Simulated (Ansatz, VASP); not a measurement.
## H2Pt in VASP and in Ansatz

Contents of INCAR:

```
SYSTEM = H2Pt
ALGO     = Normal         ! electronic algorithm
EDIFF    = 1E-7           ! SCF threshold, eV
EDIFFG   = -0.005         ! ionic threshold
ENCUT    = 600            ! plane-wave cutoff, eV
GGA      = PE             ! functional
IBRION   = 2              ! ionic algorithm
ISIF     = 3              ! what is computed and relaxed
ISMEAR   = -1             ! smearing method
LASPH    = .True.         ! aspherical terms in the spheres
LCHARG   = .False.        ! write CHGCAR
LREAL    = .False.        ! projectors in reciprocal space
LWAVE    = .False.        ! write WAVECAR
NELM     = 100            ! most SCF steps
NSW      = 100            ! ionic steps
PREC     = Accurate       ! precision mode
SIGMA    = 0.05           ! smearing width, eV
```

The input KPOINTS:

```
k-points
0
Gamma
  14 14 8
  0 0 0
```

File POSCAR:

```
H2Pt
1.0
    2.8878374627      0.0000000000      0.0000000000
   -1.4439187314      2.5009406047      0.0000000000
    0.0000000000      0.0000000000      4.6205399404
Pt H
1 2
Direct
    0.0000000000      0.0000000000      0.0000000000
    0.3333333333      0.6666666667      0.2500000000
    0.6666666667      0.3333333333      0.7500000000
```

Input for Ansatz:

```yaml
crystal:
  lattice:
    - [2.8878374627, 0.0, 0.0]
    - [-1.4439187314, 2.5009406047, 0.0]
    - [0.0, 0.0, 4.6205399404]
  atoms:
    - { symbol: Pt, position: [0.0, 0.0, 0.0] }
    - { symbol: H, position: [0.3333333333, 0.6666666667, 0.25] }
    - { symbol: H, position: [0.6666666667, 0.3333333333, 0.75] }
kpoints:
  mp_grid: { grid: [14, 14, 8] }
scf:
  occupations: { method: fermi_dirac, width: 0.05 }
hamiltonian:
  xc: pbe
  pseudopotentials: { kind: paw }
output:
  forces: true
  stress: true
relax:
  f_tol: 0.005
  max_steps: 80
  cell: {}
```

Alike in both runs: task relaxation of cell and atoms; functional PBE; k mesh 14 × 14 × 8; occupations fermi-dirac, width 0.05 eV; no spin polarisation.

|  | VASP | Ansatz |
| --- | --- | --- |
| version | VASP 6.6.1 | Ansatz 0.2.0 |
| potentials or method | VASP PAW PBE potentials, release 64 (Pt, H) | PAW with Ansatz's default frozen-core files, scalar-relativistic |
| plane-wave cutoff (eV) | 600 | 420 |
| valence electrons in the cell | 12 | 20 |

```tsv
	VASP	Ansatz	Ansatz less VASP
relaxed volume (Å³/atom)	11.19	11.29	+0.096
relaxed cell length with the largest relative difference (Å)	4.654	4.689	+0.0349
energy change over the relaxation (meV/atom)	-154	-154	-0.3
```

The two sets of potentials don't hold the same shells in valence.

Spin-orbit coupling is left out, which matters for the levels of Pt.
